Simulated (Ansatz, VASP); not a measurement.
BN: VASP beside Ansatz

```xyz
4
Lattice="2.2998 0.0000 0.0000 -1.1499 1.9917 0.0000 0.0000 0.0000 7.9687" Properties=species:S:1:pos:R:3 pbc="T T T"
B     0.0000    0.0000    3.9844
B     0.0000    1.3278    0.0000
N     0.0000    0.0000    0.0000
N     1.1499    0.6639    3.9844
```

Alike in both runs: task single point; functional PBE; dispersion D3(BJ); k mesh 12 × 12 × 4; occupations gaussian, width 0.05 eV; no spin polarisation.

```csv
,VASP,Ansatz
version,VASP 6.6.1,Ansatz 0.2.0
potentials or method,"VASP PAW PBE potentials, release 64 (B, N)","scalar-relativistic, plane waves, PAW"
plane-wave cutoff (eV),520,420
valence electrons in the cell,16,16
```

|  | VASP | Ansatz | Ansatz less VASP |
| --- | --- | --- | --- |
| gap on the k mesh at the Fermi level (eV) | 4.13 | 4.14 | +0.012 |
| least direct gap on the mesh (eV) | 5.08 | 5.10 | +0.017 |

 PBE gaps usually lie below the measured ones, often by a third to a half. A k mesh can miss the band edges.
